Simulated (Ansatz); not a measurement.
# Al2O3: the cost of one run

All numbers below are computed with Ansatz 0.2.0 (DFT PBE, plane waves, PAW, scalar-relativistic, no spin polarisation).

The COD entry's cell or inner coordinates are ideal or old and differ from later refinements, so a difference from it is no clean test against experiment.

## Step 1: The starting structure

The cell holds 20 atoms (Al8O12): a = 9.504 Å, b = 9.504 Å, c = 9.504 Å, α = 30.36°, β = 30.36°, γ = 30.36°.

As a file:

```xyz
20
Lattice="-2.4885 -1.4367 9.0592 2.4885 -1.4367 9.0592 0.0000 2.8735 9.0592" Properties=species:S:1:pos:R:3 pbc="T T T"
Al    0.0000    0.0000    8.7648
Al    0.0000    0.0000   11.6185
Al    0.0000    0.0000    4.8240
Al    0.0000    0.0000    1.9704
O    -0.7540   -1.5675   14.7212
O    -0.9805    1.4367   14.7212
O     1.7345    0.1307   14.7212
O     0.7540   -1.3060   16.9860
O    -1.5080    0.0000   16.9860
O     0.7540    1.3060   16.9860
Al    0.0000    0.0000   22.3536
Al    0.0000    0.0000   25.2073
Al    0.0000    0.0000   18.4129
Al    0.0000    0.0000   15.5592
O    -0.7540    1.3060   10.1916
O     1.5080    0.0000   10.1916
O    -0.7540   -1.3060   10.1916
O     0.7540    1.5675   12.4564
O     0.9805   -1.4367   12.4564
O    -1.7345   -0.1307   12.4564
```

## Step 2: Run 1

230 steps of 0.75 fs under a Langevin thermostat at 4200 K.

Input file input.yaml:

```yaml
crystal:
  lattice:
    - [-2.488517, -1.436746, 9.059221]
    - [2.488517, -1.436746, 9.059221]
    - [0.0, 2.873492, 9.059221]
  atoms:
    - { symbol: Al, position: [0.3225, 0.3225, 0.3225] }
    - { symbol: Al, position: [0.4275, 0.4275, 0.4275] }
    - { symbol: Al, position: [0.1775, 0.1775, 0.1775] }
    - { symbol: Al, position: [0.0725, 0.0725, 0.0725] }
    - { symbol: O, position: [0.875, 0.572, 0.178] }
    - { symbol: O, position: [0.572, 0.178, 0.875] }
    - { symbol: O, position: [0.178, 0.875, 0.572] }
    - { symbol: O, position: [0.625, 0.928, 0.322] }
    - { symbol: O, position: [0.928, 0.322, 0.625] }
    - { symbol: O, position: [0.322, 0.625, 0.928] }
    - { symbol: Al, position: [0.8225, 0.8225, 0.8225] }
    - { symbol: Al, position: [0.9275, 0.9275, 0.9275] }
    - { symbol: Al, position: [0.6775, 0.6775, 0.6775] }
    - { symbol: Al, position: [0.5725, 0.5725, 0.5725] }
    - { symbol: O, position: [0.375, 0.072, 0.678] }
    - { symbol: O, position: [0.072, 0.678, 0.375] }
    - { symbol: O, position: [0.678, 0.375, 0.072] }
    - { symbol: O, position: [0.125, 0.428, 0.822] }
    - { symbol: O, position: [0.428, 0.822, 0.125] }
    - { symbol: O, position: [0.822, 0.125, 0.428] }
basis:
  ecutwfc: 420.0
kpoints:
  mp_grid: { grid: [3, 3, 3] }
hamiltonian:
  xc: pbe
  pseudopotentials: { kind: paw, azcp: { folder: soft_1 } }
scf:
  occupations: { method: fermi_dirac, width: 0.36 }
  lower_state_search: "off"
md:
  timestep: 0.75
  n_steps: 230
  ensemble: nvt_langevin
  temperature: 4200.0
  initial_velocities: maxwell_boltzmann
  seed: 258203
  friction: 0.02
```

On the command line:

```sh
$ ansatz run input.yaml --threads 2 --pin off --max-ram 5120MiB --backend cpu --events-out ev --progress --plain --runs-dir out
```

Q: Estimate wall time and peak memory on 2 threads of Arm Neoverse V2, shared host.

About 21 min, with a peak of 0.8 GiB.
